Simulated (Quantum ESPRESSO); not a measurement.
Crystal: C.

```
C
1.0
     1.23319    0.71198    8.28262
    -1.23319    0.71198    8.28262
     0.00000   -1.42396    8.28262
C
4
Direct
  0.08717 0.08717 0.08717
  0.75385 0.75385 0.75385
  0.24615 0.24615 0.24615
  0.91283 0.91283 0.91283
```

This isn't the form of C at room conditions, which is graphite.

Program: Quantum ESPRESSO 7.5. Alike in all runs: task single point; level PBE; no spin polarisation; cell as given; smearing fermi-dirac 0.05 eV. Hardware: 2 threads of Arm Neoverse V2, with other jobs on the host.

Task: Order these runs on this cell by their wall time, lowest first.
A. potentials or basis PseudoDojo 0.4 SR PBE stringent; k mesh 4 × 4 × 4; cutoff (eV) 1116; mesh quality coarse
B. potentials or basis SSSP 1.3 efficiency PBE; k mesh 12 × 12 × 12; cutoff (eV) 748; mesh quality not flagged
C. potentials or basis PseudoDojo 0.5 SR PBE stringent; k mesh 1 × 1 × 1; cutoff (eV) 1279; mesh quality coarse

Result: C (9.7 s), A (66 s), B (550 s).

Caveats: some runs use coarse meshes.
